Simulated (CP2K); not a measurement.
Runs of CP2K 2026.2 on Pd. Symmetry: Im-3m, No. 229, cubic system. Conventional cell: a = 3.145 Å, b = 3.145 Å, c = 3.145 Å, α = 90.00°, β = 90.00°, γ = 90.00°. Pd (site symmetry m-3m) has 8 Pd at 2.72 Å as nearest neighbours. This isn't the form of Pd at room conditions, which is fcc.

```tsv
task	level	potentials or basis	cell	smearing	EPS_DEFAULT	NGRIDS	potentials	points a segment of the path (NPOINTS)	bands added on the path	gap on the mesh (eV)	pressure (GPa)
band structure	PBEsol	POTENTIAL_UZH Pd GTH-PBE-q18; TZVP-MOLOPT-PBE-GTH basis	as given	fermi-dirac 0.1 eV	1.0E-9	4	Pd GTH-PBE-q18 of POTENTIAL_UZH	6	6	none	-8.1
band structure	LDA	GTH_POTENTIALS Pd GTH-PADE-q18; TZVP-MOLOPT-PBE-GTH basis	as given	fermi-dirac 0.1 eV	1.0E-10	4	Pd GTH-PADE-q18 of GTH_POTENTIALS	6	2	none	-18.6
single point	PBEsol	POTENTIAL_UZH Pd GTH-PBE-q18; TZVP-MOLOPT-PBE-GTH basis	cell strained at random at fixed volume	fermi-dirac 0.05 eV	1.0E-10	4	Pd GTH-PBE-q18 of POTENTIAL_UZH	-	-	none	-8.3
single point	PBEsol	POTENTIAL_UZH Pd GTH-PBE-q18; TZVP-MOLOPT-PBE-GTH basis	as given	fermi-dirac 0.05 eV	1.0E-10	5	Pd GTH-PBE-q18 of POTENTIAL_UZH	-	-	none	(a)
```

Alike in all rows: no spin polarisation; k mesh 12 × 12 × 12.

Question: Estimate the missing entries.

Answer: (a) -8.4.

Caveats: the basis of atomic orbitals isn't converged, which shifts pressures, moduli and gaps; the potentials were made for another functional, which shifts forces and pressure (some runs); so large a pressure means that the cell lies far from this level's equilibrium, or that cutoff or potentials fall short (some runs).

A k mesh can miss the band edges, and the runs leave out spin-orbit coupling on Pd.

A gap of «none» marks a metal or a gap under the smearing width.
